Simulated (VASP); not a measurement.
Set up this calculation in VASP 6.6.1, as the native input.

* Task: single point
* Functional: LDA
* Potentials or basis: VASP PAW LDA potentials, release 64 (Mg, Se)
* Cutoff: 520 eV
* k mesh: 6 × 6 × 6
* Occupations: gaussian, width 0.05 eV
* Spin: no spin polarisation
* Dipole correction: no
* Further INCAR settings: ALGO = Normal; EDIFF = 1e-06; NBANDS = 11

The structure of MgSe lies in POSCAR:

```
MgSe
1.0
    0.0000000000      2.7000000000      2.7000000000
    2.7000000000      0.0000000000      2.7000000000
    2.7000000000      2.7000000000      0.0000000000
Mg Se
1 1
Direct
    0.0000000000      0.0000000000      0.0000000000
    0.5000000000      0.5000000000      0.5000000000
```

The cell comes from a database or a generator and needn't be the stable form of this composition.

These files were run (other wordings do the same):

INCAR

```
  PREC = Accurate
  ENCUT = 520
  EDIFF = 1E-6
  ISMEAR = 0
  SIGMA = 0.05
  LREAL = F
  LASPH = T
  NELM = 100
  ALGO = Normal
  ISIF = 2
  LWAVE = F
  LCHARG = F
  GGA = CA
  NBANDS = 11
```

KPOINTS

```
regular mesh
0
Gamma
  6 6 6
```

Potentials or basis: VASP PAW LDA potentials, release 64 (Mg, Se).

Run with:

```sh
$ cat potpaw_LDA.64/Mg/POTCAR potpaw_LDA.64/Se/POTCAR > POTCAR
$ mpirun -np 1 vasp_std > vasp.out
```

It gave:

| Property | Result |
| --- | --- |
| Pressure | -0.6 GPa |
| Band gap on the k mesh | 1.69 eV, indirect (least direct gap 2.59 eV) |

Wall time 7 s on 1 thread of Intel(R) Xeon(R) Platinum 8488C (Sapphire Rapids), with other jobs on the host, peak memory 0.13 GiB.
